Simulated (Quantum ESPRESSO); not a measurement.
# Sc (P4/nmm) in Quantum ESPRESSO: reference runs

How does Sc come out in PBE? The cell is run as given and disturbed.

Program: Quantum ESPRESSO 7.5. These are calculated values, not measurements. Logs are shortened: lines on timing, memory, paths and dates and some standing lists are left out, and cuts for length are marked.

## Step 1: The structure

The structure is tetragonal, space group P4/nmm (No. 129). The conventional cell has a = 5.423 Å, b = 5.423 Å, c = 3.435 Å, α = 90.00°, β = 90.00°, γ = 90.00°. Sc (site symmetry 4mm) has 10 Sc at 3.15 to 3.44 Å as nearest neighbours. Around Sc (site symmetry -4m2) lie 10 Sc at 3.15 to 3.44 Å.

This isn't the form of Sc at room conditions, which is hcp.

## Step 2: Single point, PBE

Contents of pw.in:

```
&CONTROL
  calculation = 'scf'
  prefix = 'pwscf'
  outdir = './tmp'
  pseudo_dir = './pseudo'
  tprnfor = .true.
  tstress = .true.
  disk_io = 'nowf'
/
&SYSTEM
  ibrav = 0
  nat = 4
  ntyp = 1
  ecutwfc = 60
  nbnd = 31
  occupations = 'smearing'
  smearing = 'fd'
  degauss = 0.00367493
/
&ELECTRONS
  conv_thr = 8d-10
  electron_maxstep = 120
  mixing_beta = 0.5
/
ATOMIC_SPECIES
Sc    44.9559 Sc_ONCV_PBE-1.0.oncvpsp.upf
CELL_PARAMETERS angstrom
   5.4226760000    0.0000000000    0.0000000000
   0.0000000000    5.4226760000    0.0000000000
   0.0000000000    0.0000000000    3.4352060000
ATOMIC_POSITIONS crystal
Sc     0.0000000000    0.5000000000    0.4673360000
Sc     0.5000000000    0.0000000000    0.5326640000
Sc     0.0000000000    0.0000000000    0.0000000000
Sc     0.5000000000    0.5000000000    0.0000000000
K_POINTS automatic
5 5 8 0 0 0
```

Potentials or basis: SSSP 1.3 efficiency PBE.

On the command line:

```sh
> OMP_NUM_THREADS=1 pw.x -in pw.in > pw.out
```

pw.out:

```text
This program is part of the open-source Quantum ESPRESSO suite
     for quantum simulation of materials; please cite
         "P. Giannozzi et al., J. Phys.:Condens. Matter 21 395502 (2009);
         "P. Giannozzi et al., J. Phys.:Condens. Matter 29 465901 (2017);
         "P. Giannozzi et al., J. Chem. Phys. 152 154105 (2020);
     in publications or presentations arising from this work. More details at

     Message from routine setup:
     using ibrav=0 with symmetry is DISCOURAGED, use correct ibrav instead

     G-vector sticks info
     --------------------
     sticks:   dense  smooth     PW     G-vecs:    dense   smooth      PW
     Sum        2009    2009    593                42697    42697    6689

     Using Slab Decomposition

     bravais-lattice index     =            0
     lattice parameter (alat)  =      10.2474  a.u.
     unit-cell volume          =     681.6740 (a.u.)^3
     number of atoms/cell      =            4
     number of atomic types    =            1
     number of electrons       =        44.00
     number of Kohn-Sham states=           31
     kinetic-energy cutoff     =      60.0000  Ry
     charge density cutoff     =     240.0000  Ry
     scf convergence threshold =      8.0E-10
     mixing beta               =       0.5000
     number of iterations used =            8  plain     mixing
     Exchange-correlation= PBE
                           (   1   4   3   4   0   0   0)

     celldm(1)=  10.247373  celldm(2)=   0.000000  celldm(3)=   0.000000
     celldm(4)=   0.000000  celldm(5)=   0.000000  celldm(6)=   0.000000

     crystal axes: (cart. coord. in units of alat)
               a(1) = (   1.000000   0.000000   0.000000 )
               a(2) = (   0.000000   1.000000   0.000000 )
               a(3) = (   0.000000   0.000000   0.633489 )

     reciprocal axes: (cart. coord. in units 2 pi/alat)
               b(1) = (  1.000000  0.000000  0.000000 )
               b(2) = (  0.000000  1.000000  0.000000 )
               b(3) = (  0.000000  0.000000  1.578559 )

     PseudoPot. # 1 for Sc read from file:
     Sc_ONCV_PBE-1.0.oncvpsp.upf
     Pseudo is Norm-conserving, Zval = 11.0
     Generated using ONCVPSP code by D. R. Hamann
     Using radial grid of 1662 points,  6 beta functions with:
                l(1) =   0
                l(2) =   0
                l(3) =   1
                l(4) =   1
                l(5) =   2
                l(6) =   2

     atomic species   valence    mass     pseudopotential
     Sc               11.00    44.95590     Sc( 1.00)

     16 Sym. Ops., with inversion, found ( 8 have fractional translation)

   Cartesian axes

     site n.     atom                  positions (alat units)
         1        Sc     tau(   1) = (   0.0000000   0.5000000   0.2960523  )
         2        Sc     tau(   2) = (   0.5000000   0.0000000   0.3374368  )
         3        Sc     tau(   3) = (   0.0000000   0.0000000   0.0000000  )
         4        Sc     tau(   4) = (   0.5000000   0.5000000   0.0000000  )

     number of k points=    30  Fermi-Dirac smearing, width (Ry)=  0.0037
                       cart. coord. in units 2pi/alat
        k(    1) = (   0.0000000   0.0000000   0.0000000), wk =   0.0100000
        k(    2) = (   0.0000000   0.0000000   0.1973199), wk =   0.0200000
        k(    3) = (   0.0000000   0.0000000   0.3946398), wk =   0.0200000
        k(    4) = (   0.0000000   0.0000000   0.5919597), wk =   0.0200000
        k(    5) = (   0.0000000   0.0000000  -0.7892796), wk =   0.0100000
        k(    6) = (   0.0000000   0.2000000   0.0000000), wk =   0.0400000
[... 22 lines left out ...]
        k(   29) = (   0.4000000   0.4000000   0.5919597), wk =   0.0800000
        k(   30) = (   0.4000000   0.4000000  -0.7892796), wk =   0.0400000

     Dense  grid:    42697 G-vectors     FFT dimensions: (  54,  54,  36)

     Initial potential from superposition of free atoms

     starting charge      43.9894, renormalised to      44.0000
     Starting wfcs are   40 randomized atomic wfcs

     Self-consistent Calculation

     iteration #  1     ecut=    60.00 Ry     beta= 0.50
     Davidson diagonalization with overlap
     ethr =  1.00E-02,  avg # of iterations =  3.2

     Threshold (ethr) on eigenvalues was too large:
     Diagonalizing with lowered threshold

     Davidson diagonalization with overlap
     ethr =  4.89E-05,  avg # of iterations =  5.1

     total energy              =    -367.41870944 Ry
     estimated scf accuracy    <       0.05944326 Ry

     iteration #  2     ecut=    60.00 Ry     beta= 0.50
     Davidson diagonalization with overlap
     ethr =  1.35E-04,  avg # of iterations =  2.0

     total energy              =    -367.42806106 Ry
     estimated scf accuracy    <       0.00254815 Ry

     iteration #  3     ecut=    60.00 Ry     beta= 0.50
     Davidson diagonalization with overlap
     ethr =  5.79E-06,  avg # of iterations =  5.0

     total energy              =    -367.42860387 Ry
     estimated scf accuracy    <       0.00067082 Ry

     iteration #  4     ecut=    60.00 Ry     beta= 0.50
     Davidson diagonalization with overlap
     ethr =  1.52E-06,  avg # of iterations =  6.0

     total energy              =    -367.42871008 Ry
     estimated scf accuracy    <       0.00091286 Ry

     iteration #  5     ecut=    60.00 Ry     beta= 0.50
     Davidson diagonalization with overlap
     ethr =  1.52E-06,  avg # of iterations =  3.4

     total energy              =    -367.42872099 Ry
     estimated scf accuracy    <       0.00013256 Ry

     iteration #  6     ecut=    60.00 Ry     beta= 0.50
     Davidson diagonalization with overlap
     ethr =  3.01E-07,  avg # of iterations =  5.0

     total energy              =    -367.42877430 Ry
     estimated scf accuracy    <       0.00001996 Ry

     iteration #  7     ecut=    60.00 Ry     beta= 0.50
     Davidson diagonalization with overlap
     ethr =  4.54E-08,  avg # of iterations =  2.8

     total energy              =    -367.42876982 Ry
     estimated scf accuracy    <       0.00001130 Ry

     iteration #  8     ecut=    60.00 Ry     beta= 0.50
     Davidson diagonalization with overlap
     ethr =  2.57E-08,  avg # of iterations =  4.0

     total energy              =    -367.42877222 Ry
     estimated scf accuracy    <       0.00000002 Ry

     iteration #  9     ecut=    60.00 Ry     beta= 0.50
     Davidson diagonalization with overlap
     ethr =  3.76E-11,  avg # of iterations =  9.0

     total energy              =    -367.42877242 Ry
     estimated scf accuracy    <          3.3E-09 Ry

     iteration # 10     ecut=    60.00 Ry     beta= 0.50
     Davidson diagonalization with overlap
     ethr =  7.44E-12,  avg # of iterations =  5.0

     total energy              =    -367.42877242 Ry
     estimated scf accuracy    <          3.3E-09 Ry

     iteration # 11     ecut=    60.00 Ry     beta= 0.50
     Davidson diagonalization with overlap
     ethr =  7.44E-12,  avg # of iterations =  4.1

     End of self-consistent calculation

          k = 0.0000 0.0000 0.0000 (  5361 PWs)   bands (ev):

   -40.3945 -40.3441 -40.3384 -40.2973 -19.1809 -19.1809 -19.0916 -19.0916
   -18.9802 -18.8816 -18.8722 -18.8136 -18.8136 -18.7979 -18.7979 -18.7843
     4.1015   7.4573   7.4581   7.9956   8.2491   9.3332   9.3332  10.1585
    10.1585  10.2613  10.9819  10.9819  11.4743  11.4993  11.5976

          k = 0.0000 0.0000 0.1973 (  5368 PWs)   bands (ev):

   -40.3895 -40.3426 -40.3369 -40.2992 -19.1653 -19.1653 -19.0801 -19.0801
   -18.9917 -18.9004 -18.8910 -18.8222 -18.8222 -18.8112 -18.8098 -18.8098
     4.3379   7.6788   7.6805   8.1360   8.3536   9.2290   9.2290   9.9972
     9.9972  10.3577  10.8825  10.8825  11.5776  11.6029  11.7474

          k = 0.0000 0.0000 0.3946 (  5344 PWs)   bands (ev):

   -40.3760 -40.3390 -40.3334 -40.3053 -19.1218 -19.1218 -19.0485 -19.0485
   -19.0163 -18.9454 -18.9360 -18.8788 -18.8492 -18.8492 -18.8421 -18.8421
     5.0140   8.2582   8.2661   8.4853   8.5465   9.0272   9.0272   9.6173
     9.6173  10.6370  10.6692  10.6692  11.4493  11.4494  11.6396

          k = 0.0000 0.0000 0.5920 (  5364 PWs)   bands (ev):

   -40.3581 -40.3353 -40.3307 -40.3150 -19.0600 -19.0600 -19.0305 -19.0069
   -19.0069 -18.9901 -18.9808 -18.9560 -18.8971 -18.8971 -18.8818 -18.8818
     6.0298   8.1460   8.9041   8.9041   8.9415   8.9423   9.1922   9.2214
     9.2214  10.5101  10.5101  10.8507  10.8507  10.8744  11.0703

          k = 0.0000 0.0000-0.7893 (  5360 PWs)   bands (ev):

   -40.3454 -40.3338 -40.3327 -40.3212 -19.0174 -19.0086 -19.0072 -19.0056
   -19.0056 -18.9987 -18.9943 -18.9943 -18.9248 -18.9248 -18.9145 -18.9145
     7.1882   7.2005   8.9516   8.9516   8.9734   8.9734   9.2564   9.2580
     9.9749  10.0370  10.5381  10.5381  10.5516  10.5516  11.5826

          k = 0.0000 0.2000 0.0000 (  5327 PWs)   bands (ev):

   -40.3895 -40.3472 -40.3363 -40.3015 -19.1724 -19.1470 -19.1002 -19.0648
   -18.9713 -18.8876 -18.8712 -18.8450 -18.8258 -18.8121 -18.7994 -18.7929
     4.3420   7.0101   7.6644   8.0841   8.3293   9.1325   9.3961  10.2284
    10.2404  10.3448  10.8913  11.1466  11.2600  11.4665  11.4846

          k = 0.0000 0.2000 0.1973 (  5339 PWs)   bands (ev):

   -40.3848 -40.3454 -40.3350 -40.3031 -19.1572 -19.1364 -19.0883 -19.0639
   -18.9756 -18.9135 -18.8890 -18.8653 -18.8262 -18.8210 -18.8110 -18.8040
     4.5727   7.2222   7.8793   8.2089   8.4479   9.0722   9.2956  10.0600
    10.0681  10.2284  10.7616  11.1309  11.3758  11.5878  11.6662

          k = 0.0000 0.2000 0.3946 (  5352 PWs)   bands (ev):

   -40.3722 -40.3410 -40.3323 -40.3082 -19.1148 -19.1102 -19.0689 -19.0555
   -18.9834 -18.9579 -18.9354 -18.9140 -18.8486 -18.8428 -18.8411 -18.8274
     5.2295   7.7753   8.4209   8.5653   8.6029   8.9494   9.1239   9.5775
     9.6695  10.1664  10.4579  10.7986  11.2678  11.5478  11.8248

          k = 0.0000 0.2000 0.5920 (  5364 PWs)   bands (ev):

   -40.3557 -40.3365 -40.3302 -40.3167 -19.0849 -19.0753 -19.0548 -19.0289
   -19.0117 -19.0034 -18.9415 -18.9388 -18.8958 -18.8834 -18.8713 -18.8571
     6.2067   8.2376   8.3768   8.8831   8.8981   9.0689   9.1275   9.2562
     9.2901  10.1049  10.1208  10.4163  11.0594  11.3224  11.6241

          k = 0.0000 0.2000-0.7893 (  5376 PWs)   bands (ev):

   -40.3443 -40.3347 -40.3318 -40.3223 -19.0716 -19.0682 -19.0507 -19.0497
   -19.0032 -18.9938 -18.9286 -18.9266 -18.9254 -18.9168 -18.8890 -18.8837
     7.3100   7.3195   8.6956   8.7125   8.9595   8.9815   9.3221   9.3239
     9.6657   9.6857  10.2026  10.2116  10.9646  10.9862  12.0699
[... 94 lines left out ...]
   -40.3474 -40.3403 -40.3284 -40.3230 -19.1272 -19.1161 -19.1065 -19.0821
   -18.9963 -18.9881 -18.9232 -18.9026 -18.8737 -18.8508 -18.8460 -18.8291
     6.8220   7.5173   8.1911   8.2014   9.1634   9.2811   9.3641   9.4351
     9.5309   9.6167   9.7632   9.7779  11.4988  11.8581  11.9950

          k = 0.2000 0.4000-0.7893 (  5356 PWs)   bands (ev):

   -40.3403 -40.3368 -40.3297 -40.3262 -19.1326 -19.1276 -19.1205 -19.1159
   -18.9763 -18.9681 -18.9313 -18.9219 -18.8611 -18.8541 -18.8480 -18.8424
     7.6064   7.6117   7.9724   7.9736   9.1538   9.1717   9.4138   9.4769
     9.5694   9.6138   9.6878   9.7002  11.6985  11.7246  12.0383

          k = 0.4000 0.4000 0.0000 (  5338 PWs)   bands (ev):

   -40.3592 -40.3464 -40.3406 -40.3286 -19.0413 -19.0366 -19.0364 -18.9964
   -18.9521 -18.9356 -18.9164 -18.9125 -18.8869 -18.8734 -18.8696 -18.8466
     5.8645   6.7415   6.7428   7.4047   9.2144   9.5968   9.6202  10.2820
    10.4016  10.7273  10.7526  10.8610  11.0467  11.1147  11.1821

          k = 0.4000 0.4000 0.1973 (  5348 PWs)   bands (ev):

   -40.3566 -40.3448 -40.3390 -40.3281 -19.0608 -19.0512 -19.0494 -18.9913
   -18.9875 -18.9398 -18.9380 -18.9091 -18.8884 -18.8583 -18.8538 -18.8342
     6.0498   6.9051   6.9061   7.5431   9.2136   9.5276   9.5491  10.0832
    10.1593  10.3300  10.3349  10.5715  11.3039  11.3909  11.4449

          k = 0.4000 0.4000 0.3946 (  5353 PWs)   bands (ev):

   -40.3499 -40.3411 -40.3354 -40.3274 -19.1075 -19.0906 -19.0899 -19.0553
   -18.9779 -18.9491 -18.9468 -18.9126 -18.8704 -18.8416 -18.8383 -18.8207
     6.5360   7.2869   7.2871   7.8008   9.2660   9.4519   9.4765   9.7423
     9.7934   9.8403   9.8872  10.0256  11.4130  11.7531  11.8010

          k = 0.4000 0.4000 0.5920 (  5337 PWs)   bands (ev):

   -40.3421 -40.3374 -40.3317 -40.3278 -19.1474 -19.1367 -19.1341 -19.1186
   -18.9618 -18.9451 -18.9432 -18.9201 -18.8487 -18.8334 -18.8308 -18.8183
     7.1216   7.6008   7.6027   7.8314   9.3439   9.4018   9.4364   9.5553
     9.5826   9.6764   9.7502   9.8154  11.7011  11.9633  11.9993

          k = 0.4000 0.4000-0.7893 (  5320 PWs)   bands (ev):

   -40.3378 -40.3359 -40.3305 -40.3286 -19.1596 -19.1560 -19.1518 -19.1483
   -18.9531 -18.9403 -18.9402 -18.9268 -18.8359 -18.8313 -18.8277 -18.8237
     7.5721   7.5804   7.6966   7.7027   9.2484   9.2728   9.3792   9.4059
     9.7731   9.7810   9.8694   9.8842  11.9242  11.9466  12.0292

     the Fermi energy is     9.2639 ev

!    total energy              =    -367.42877242 Ry
     estimated scf accuracy    <          2.2E-10 Ry
     smearing contrib. (-TS)   =      -0.00583515 Ry
     internal energy E=F+TS    =    -367.42293727 Ry

     The total energy is F=E-TS. E is the sum of the following terms:
     one-electron contribution =    -147.46803263 Ry
     hartree contribution      =      79.47559539 Ry
     xc contribution           =     -47.43838305 Ry
     ewald contribution        =    -251.99211699 Ry

     convergence has been achieved in  11 iterations

     Forces acting on atoms (cartesian axes, Ry/au):

     atom    1 type  1   force =     0.00000000    0.00000000    0.00819622
     atom    2 type  1   force =     0.00000000    0.00000000   -0.00819622
     atom    3 type  1   force =     0.00000000    0.00000000    0.00000000
     atom    4 type  1   force =     0.00000000    0.00000000    0.00000000

     Total force =     0.011591     Total SCF correction =     0.000001

     Computing stress (Cartesian axis) and pressure

          total   stress  (Ry/bohr**3)                   (kbar)     P=       -8.57
  -0.00007373   0.00000000   0.00000000          -10.85        0.00        0.00
   0.00000000  -0.00007373   0.00000000            0.00      -10.85        0.00
   0.00000000   0.00000000  -0.00002741            0.00        0.00       -4.03

=------------------------------------------------------------------------------=
   JOB DONE.
=------------------------------------------------------------------------------=
```

Wall time 2 min (1 thread of Arm Neoverse V1, shared host); peak memory 0.14 GiB.

What came out:

```
Free energy            : -4999.1231 eV
Pressure               : -0.9 GPa
Largest force          : 0.211 eV/Å
Band gap on the k mesh : none (metal or under the smearing width)
```

Forces in eV/Å, atoms in the order of the input:
```
Sc   0.000  0.000  0.211
Sc   0.000  0.000 -0.211
Sc   0.000  0.000  0.000
Sc   0.000  0.000  0.000
```

(Continued in part 2 of 2.)
